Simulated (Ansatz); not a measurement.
**Ta: how the free axis answers a strain**

Ta, Im-3m, a = 3.319 Å. Ansatz: PBE, PAW, 420 eV, Γ-centred 16×16×16 mesh on 2 atoms, Gaussian smearing 0.10 eV; no spin polarisation. Series: uniaxial strain along a, with b, c and atoms relaxed; x is the strain in per cent. y is the change of c in per cent of 3.319 Å.

```
x (%) y (%)
 -6.0      ?
 -4.0   1.69
 -2.0   0.81
  0.0   0.00
  2.0  -0.72
  4.0  -1.40
  6.0  -2.09
```

Question: Fit y = c1 x + c2 x² to the other rows, say what c1 measures, and predict the missing y.

Answer: Least squares on the rows shown. y = −0.3893 x + 0.007524 x². So −c1 = 0.389 is Poisson's ratio for this pair of axes. At x = -6.0 the fit asked for gives 2.61 %. The run gave 2.69 %, so the fit is 0.08 % too low, 1.7 % of the span of the series, against an rms of 0.02 % on the fitted rows. The row lies outside the fitted range. With a term in x³ added, a fit to the same known rows predicts 2.74 %, a smaller miss on the other side.

Spin–orbit coupling is left out, which can shift energies with elements as heavy as these.